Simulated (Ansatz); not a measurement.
# Mg/AlN/Mg: conductance against the thickness of the layer, part 2 of 5

Aim: the conductance of Mg/AlN/Mg junctions as the barrier thickens. Both electrodes are Mg hcp(0001); the barrier is AlN wurtzite(0001) (whole bilayers). In the first transport cell, after relaxation, the nearest pair of electrode and barrier is Mg–N at 2.52 Å, at a slant, at the lower face and Mg–Al at 3.10 Å, at a slant, at the upper one. All share a net of side 3.16 Å, which strains the lower electrode by -0.9 % and the barrier by +1.0 %, against typed lattice constants near PBE's. The first steps treat the bulk electrodes alone.

Ansatz 0.2.0; PBE DFT, plane waves, PAW files (the session's first sound run).

So far: Set-up; Layer spacing of the electrode.

## (3) Relaxing the interfaces

System of this step: Mg/AlN/Mg. The cell holds 16 atoms: 8 Mg, 4 N and 4 Al. Its edges and angles: a = 3.160 Å, b = 3.160 Å, c = 42.865 Å, α = 90.0°, β = 90.0°, γ = 120.0°. Vacuum lies along c.

Tunnelling depends exponentially on distance, so the interfaces are relaxed first. A short slab in vacuum serves: only the barrier and the layers next to it are taken over, and later cells can add or drop layers in the barrier's middle. The dipole correction removes the field that unlike faces would set up across the vacuum.

Input file input.yaml:

```yaml
crystal:
  lattice:
    - [3.16, 0.0, 0.0]
    - [-1.58, 2.736640276, 0.0]
    - [0.0, 0.0, 42.864706346]
  atoms:
    - { symbol: Mg, position: [0.0, 0.0, 0.1866337293] }
    - { symbol: Mg, position: [0.33333333, 0.66666667, 0.2475715799] }
    - { symbol: Mg, position: [0.0, 0.0, 0.3085094305] }
    - { symbol: Mg, position: [0.33333333, 0.66666667, 0.3694472811] }
    - { symbol: "N", position: [0.66666667, 0.33333333, 0.3968565454] }
    - { symbol: Al, position: [0.0, 0.0, 0.4105831226] }
    - { symbol: "N", position: [0.0, 0.0, 0.455020008] }
    - { symbol: Al, position: [0.66666667, 0.33333333, 0.4687465852] }
    - { symbol: "N", position: [0.66666667, 0.33333333, 0.5131834706] }
    - { symbol: Al, position: [0.0, 0.0, 0.5269100478] }
    - { symbol: "N", position: [0.0, 0.0, 0.5713469332] }
    - { symbol: Al, position: [0.66666667, 0.33333333, 0.5850735104] }
    - { symbol: Mg, position: [0.0, 0.0, 0.6305527189] }
    - { symbol: Mg, position: [0.66666667, 0.33333333, 0.6914905695] }
    - { symbol: Mg, position: [0.0, 0.0, 0.7524284201] }
    - { symbol: Mg, position: [0.66666667, 0.33333333, 0.8133662707] }
kpoints:
  mp_grid: { grid: [8, 8, 1] }
scf:
  occupations: { method: fermi_dirac, width: 0.1 }
  max_iter: 150
hamiltonian:
  xc: pbe
efield:
  axis: 3
  dipole_correction: true
relax:
  f_tol: 0.04
  max_steps: 60
output:
  forces: true
```

Started as:

```
$ ansatz run input.yaml --threads 4 --pin off --max-ram 12288MiB --backend cpu --events-out ev --progress --plain --runs-dir out
```

Numbers of over 12 decimals in the logs are rounded to 6 here.

Log:

```text
[...]
Crystal: 16 atoms, lattice volume = 370.685 Å³
Basis set: ecut = 420 eV, 7163 PW (Γ), exchange–correlation on 48×48×576 points (8 copies of the dense FFT grid, shifted against one another)
Bands: 72, of which v1, the nominal top of the filled ones, is band 56 counted from 1 (55 counted from 0)
Symmetry: 6 space group operations
[...]
k-points: 10 of 64 (time reversal used)
[...]
SCF iter   1: F=—  HF=-19084.311524 eV  |F-HF|=—  |Δ(HF+E_count)|=         —  Δρ=4.34e-3  dr2=7.30e0  ethr=1.77e-3  p=0.009 e·Å  D=4.15e-3 V/Å  ΔV_dip=-0.18 eV  dr2_dipole=5.75e-2  V_vac-E_F(+/−)=3.52/3.70 eV  ⟨swp⟩=10.5  Hψ=3543  notcnv=0  defer=24
efield: sawtooth ramp at fractional position 0.9500 (placed from the atoms, in the widest stretch of the axis that holds none; the zero of the levels goes with the place), width 0.1000; the density the first Hamiltonian is built on has a dipole p = 0.009 e·Å; the dipole correction subtracts the counter field D = 4.15e-3 V/Å, which shifts the + side's vacuum level by -0.18 eV against the − side's; the planar-averaged density in the ramp window peaks in size at 4.9e-5 e/Å³
[...]
SCF iter   2: F=—  HF=-19084.133426 eV  |F-HF|=—  |Δ(HF+E_count)|=   1.78e-1  Δρ=2.82e-3  dr2=3.59e-1  ethr=1.77e-3  p=-0.011 e·Å  D=-5.15e-3 V/Å  ΔV_dip=0.22 eV  dr2_dipole=1.60e-1  V_vac-E_F(+/−)=3.96/3.74 eV  ⟨swp⟩=2.8  Hψ=936  notcnv=0  defer=38
[...]
SCF iter   7: F=-19084.109428 eV  HF=-19084.109436 eV  |F-HF|=8.59e-6  |Δ(HF+E_count)|=   1.34e-6  Δρ=3.27e-5  dr2=1.21e-5  ethr=3.57e-8  p=-0.005 e·Å  D=-2.65e-3 V/Å  ΔV_dip=0.11 eV  dr2_dipole=9.50e-7  V_vac-E_F(+/−)=3.81/3.70 eV  ⟨swp⟩=3.0  Hψ=2374  notcnv=0
WARN: efield: at this solve's end the planar-averaged density reaches 1.77e-5 e/Å³ inside the ramp window [0.9267, 0.0733] (bound 1e-5 e/Å³); the window's nearer edge stands 4.86 Å from this solve's nearest atom along the axis. Its work functions, free energy, forces, stress, dipole, levels and responses can be off, and this figure does not tell by how much. A short vacuum, a low `basis.ecutwfc` or `basis.ecutrho_ratio` and negative occupations (`scf.occupations.method`) can put density there. See the manual's quickstart, § The vacuum guard
SCF 1 converged in 7 iterations: F = -19084.109428 eV  dr2 = 1.21e-5
[...]
relax step   1: F+E_penalty+E_count = -19084.10942752 eV  Δ(F+E_penalty+E_count) = +0.000e0 eV  max|allowed force component| = 3.983e0 eV/Å  Δτ_max = 0.0000 Å  (7 SCF iters, dr2 threshold 4.00e-5 eV, accepted)
[...]
SCF iter   1: F=—  HF=-19085.005173 eV  |F-HF|=—  |Δ(HF+E_count)|=         —  Δρ=3.67e-3  dr2=3.21e-1  ethr=2.97e-4  p=-0.005 e·Å  D=-2.65e-3 V/Å  ΔV_dip=0.11 eV  dr2_dipole=2.26e-3  V_vac-E_F(+/−)=3.78/3.67 eV  ⟨swp⟩=1.0  Hψ=2687  notcnv=0  defer=31
efield: sawtooth ramp at fractional position 0.9500 (handed on by an earlier solve), width 0.1000; the density the first Hamiltonian is built on has a dipole p = -0.005 e·Å; the dipole correction subtracts the counter field D = -2.65e-3 V/Å, which shifts the + side's vacuum level by +0.11 eV against the − side's; the planar-averaged density in the ramp window peaks in size at 1.9e-5 e/Å³
[...]
SCF iter   2: F=—  HF=-19084.982407 eV  |F-HF|=—  |Δ(HF+E_count)|=   2.28e-2  Δρ=2.01e-3  dr2=4.22e-2  ethr=2.87e-4  p=-0.007 e·Å  D=-3.29e-3 V/Å  ΔV_dip=0.14 eV  dr2_dipole=4.86e-5  V_vac-E_F(+/−)=3.81/3.67 eV  ⟨swp⟩=2.1  Hψ=1002  notcnv=0  defer=31
[...]
SCF iter   6: F=-19084.973220 eV  HF=-19084.973229 eV  |F-HF|=8.84e-6  |Δ(HF+E_count)|=   5.49e-6  Δρ=3.03e-5  dr2=8.11e-6  ethr=6.35e-8  p=-0.006 e·Å  D=-2.87e-3 V/Å  ΔV_dip=0.12 eV  dr2_dipole=4.44e-6  V_vac-E_F(+/−)=3.80/3.68 eV  ⟨swp⟩=4.2  Hψ=2058  notcnv=0
[...]
SCF 2 converged in 6 iterations: F = -19084.973220 eV  dr2 = 8.11e-6
relax step   2: F+E_penalty+E_count = -19084.97322042 eV  Δ(F+E_penalty+E_count) = -8.638e-1 eV  max|allowed force component| = 2.263e0 eV/Å  Δτ_max = 0.1935 Å  (6 SCF iters, dr2 threshold 1.00e-4 eV, accepted)
SCF iter   1: F=—  HF=-19085.393646 eV  |F-HF|=—  |Δ(HF+E_count)|=         —  Δρ=3.28e-3  dr2=1.62e-1  ethr=2.13e-3  p=-0.006 e·Å  D=-2.87e-3 V/Å  ΔV_dip=0.12 eV  dr2_dipole=2.36e-2  V_vac-E_F(+/−)=3.81/3.69 eV  ⟨swp⟩=4.4  Hψ=1802  notcnv=0  defer=29
[...]
SCF iter   6: F=-19085.369640 eV  HF=-19085.369671 eV  |F-HF|=3.11e-5  |Δ(HF+E_count)|=   7.60e-6  Δρ=7.56e-5  dr2=3.55e-5  ethr=8.93e-8  p=-0.006 e·Å  D=-3.00e-3 V/Å  ΔV_dip=0.13 eV  dr2_dipole=2.26e-6  V_vac-E_F(+/−)=3.79/3.67 eV  ⟨swp⟩=3.0  Hψ=2358  notcnv=0
[...]
SCF 3 converged in 6 iterations: F = -19085.369640 eV  dr2 = 3.55e-5
[...]
relax step   3: F+E_penalty+E_count = -19085.36963964 eV  Δ(F+E_penalty+E_count) = -3.964e-1 eV  max|allowed force component| = 4.964e-1 eV/Å  Δτ_max = 0.1947 Å  (6 SCF iters, dr2 threshold 1.00e-4 eV, accepted)
[...]
relax step   4: F+E_penalty+E_count = -19085.53319984 eV  Δ(F+E_penalty+E_count) = -1.636e-1 eV  max|allowed force component| = 3.251e-1 eV/Å  Δτ_max = 0.1938 Å  (7 SCF iters, dr2 threshold 1.54e-5 eV, accepted)
[...]
relax step   5: F+E_penalty+E_count = -19085.59595093 eV  Δ(F+E_penalty+E_count) = -6.275e-2 eV  max|allowed force component| = 8.695e-2 eV/Å  Δτ_max = 0.1974 Å  (7 SCF iters, dr2 threshold 6.61e-6 eV, accepted)
[...]
relax step   6: F+E_penalty+E_count = -19085.60958495 eV  Δ(F+E_penalty+E_count) = -1.363e-2 eV  max|allowed force component| = 4.400e-2 eV/Å  Δτ_max = 0.1693 Å  (9 SCF iters, accepted)
SCF iter   1: F=—  HF=-19085.610075 eV  |F-HF|=—  |Δ(HF+E_count)|=         —  Δρ=4.14e-4  dr2=2.46e-3  ethr=9.34e-6  p=-0.001 e·Å  D=-4.35e-4 V/Å  ΔV_dip=0.02 eV  dr2_dipole=1.84e-4  V_vac-E_F(+/−)=3.67/3.65 eV  ⟨swp⟩=3.6  Hψ=1464  notcnv=0  defer=37
[...]
SCF iter   7: F=-19085.610199 eV  HF=-19085.610199 eV  |F-HF|=4.18e-8  |Δ(HF+E_count)|=   3.10e-8  Δρ=1.94e-6  dr2=5.48e-8  ethr=8.93e-11  p=-0.001 e·Å  D=-6.10e-4 V/Å  ΔV_dip=0.03 eV  dr2_dipole=3.16e-9  V_vac-E_F(+/−)=3.68/3.65 eV  ⟨swp⟩=4.9  Hψ=2181  notcnv=0
[...]
SCF 7 converged in 7 iterations: F = -19085.610199 eV  dr2 = 5.48e-8
relax step   7: F+E_penalty+E_count = -19085.61019917 eV  Δ(F+E_penalty+E_count) = -6.142e-4 eV  max|allowed force component| = 1.129e-2 eV/Å  Δτ_max = 0.0180 Å  (7 SCF iters, accepted)
SCF converged after 7 iterations
Free energy (F): -19085.610199 eV
[...]
Internal energy: -19085.504923 eV  (E = F + TS)
E sigma→0 (E₀):  -19085.557561 eV
Entropy (-TS):   -0.105276 eV (-6.580 meV/atom)
Fermi energy:    4.063898 eV
Dipole field:    D = -0.000554 V/Å  (p = -0.001135 e·Å, saw-weighted, corrected)
Work function:   Φ+ = 3.6791 eV   Φ− = 3.6560 eV
Levels:          The Fermi level and band energies are counted from a zero that moves with the ramp; work functions are not
Vacuum region:   at the solve's end the planar-averaged density reaches 6.41e-5 e/Å³ inside the ramp window [0.9267, 0.0733] (bound 1e-5 e/Å³)
[...]
--- Forces (eV/Å), atoms counted from 1 ---
  atom   1  Mg     0.00000000     0.00000000    -0.00136502
  atom   2  Mg     0.00000000    -0.00000000     0.00186462
  atom   3  Mg     0.00000000     0.00000000    -0.00363668
  atom   4  Mg     0.00000000    -0.00000000    -0.00007508
  atom   5  N      0.00000000     0.00000000     0.00248348
  atom   6  Al     0.00000000     0.00000000    -0.00522100
  atom   7  N     -0.00000000     0.00000000     0.01129131
  atom   8  Al    -0.00000000    -0.00000000    -0.00165310
  atom   9  N      0.00000000     0.00000000     0.00292740
  atom  10  Al     0.00000000     0.00000000    -0.00678083
  atom  11  N      0.00000000     0.00000000    -0.00054819
  atom  12  Al     0.00000000    -0.00000000     0.00145589
  atom  13  Mg     0.00000000    -0.00000000    -0.00664669
  atom  14  Mg     0.00000000     0.00000000     0.00131749
  atom  15  Mg     0.00000000    -0.00000000     0.00140653
  atom  16  Mg     0.00000000     0.00000000     0.00321678
  max |Σ_I F_I| component: 3.69e-5 eV/Å
--- Relaxed structure (7 steps of the walk, 7 accepted, 0 SCFs on fresh bases) ---
  F+E_penalty+E_count = -19085.61019917 eV   max|allowed force component| = 1.129e-2 eV/Å
  atoms:
    - { symbol: Mg, position: [5.088522192752048e-17, -8.326672674348916e-17, 0.176770] }
    - { symbol: Mg, position: [0.333333, 0.666667, 0.237311] }
    - { symbol: Mg, position: [5.088522192752048e-17, -8.326672674348916e-17, 0.296331] }
    - { symbol: Mg, position: [0.333333, 0.666667, 0.354043] }
    - { symbol: N, position: [0.666667, 0.333333, 0.394601] }
    - { symbol: Al, position: [5.088522192752048e-17, -8.326672674348916e-17, 0.409720] }
    - { symbol: N, position: [5.088522192752048e-17, -8.326672674348916e-17, 0.454160] }
    - { symbol: Al, position: [0.666667, 0.333333, 0.467911] }
    - { symbol: N, position: [0.666667, 0.333333, 0.512443] }
    - { symbol: Al, position: [5.088522192752048e-17, -8.326672674348916e-17, 0.526303] }
    - { symbol: N, position: [5.088522192752048e-17, -8.326672674348916e-17, 0.570916] }
    - { symbol: Al, position: [0.666667, 0.333333, 0.585645] }
    - { symbol: Mg, position: [5.088522192752048e-17, -8.326672674348916e-17, 0.644089] }
    - { symbol: Mg, position: [0.666667, 0.333333, 0.705219] }
    - { symbol: Mg, position: [5.088522192752048e-17, -8.326672674348916e-17, 0.765650] }
    - { symbol: Mg, position: [0.666667, 0.333333, 0.826608] }
```

The job ended after 21 s (4 threads of Intel Xeon Platinum 8488C (Sapphire Rapids), shared host; peak memory 0.96 GiB; 77 s of CPU time).

Step by step:

| step | energy less that of the first step (eV) | largest force component (eV/Å) |
| --- | --- | --- |
| 1 | 0.0000 | 3.9828 |
| 2 | -0.8638 | 2.2625 |
| 3 | -1.2602 | 0.4964 |
| 4 | -1.4238 | 0.3251 |
| 5 | -1.4865 | 0.0869 |
| 6 | -1.5002 | 0.0440 |
| 7 | -1.5008 | 0.0113 |

Forces are held to the 6 operations that the run works with; a distortion that breaks them can't arise in this run.

The atoms that moved most (Å):

| atom | dx | dy | dz | length |
| --- | --- | --- | --- | --- |
| Mg4 | 0.000 | 0.000 | -0.660 | 0.660 |
| Mg14 | 0.000 | 0.000 | 0.588 | 0.588 |
| Mg13 | 0.000 | 0.000 | 0.580 | 0.580 |
| Mg16 | 0.000 | 0.000 | 0.568 | 0.568 |
| Mg15 | 0.000 | 0.000 | 0.567 | 0.567 |
| Mg3 | 0.000 | 0.000 | -0.522 | 0.522 |
| Mg2 | 0.000 | 0.000 | -0.440 | 0.440 |
| Mg1 | 0.000 | 0.000 | -0.423 | 0.423 |

Numbers from this step:

* free energy: -19085.6102 eV
* Fermi energy: 4.064 eV

The largest force component on a free atom ends at 0.011 eV/Å. At one or more of this run's solves the program warned of density in the dipole ramp over its bound, where dipole, forces and levels can be off.

(Part 2 of 5 ends here.)

[Logs are printed without paths, hosts, clocks, repeated set-up lines and the standing remarks that a program may print on its own settings, such as how far it seeks lower states.]

[Hosts, paths, dates, database ids (printed as entryN), source tags and the programs' standing remarks are cut or masked in the printed files.]
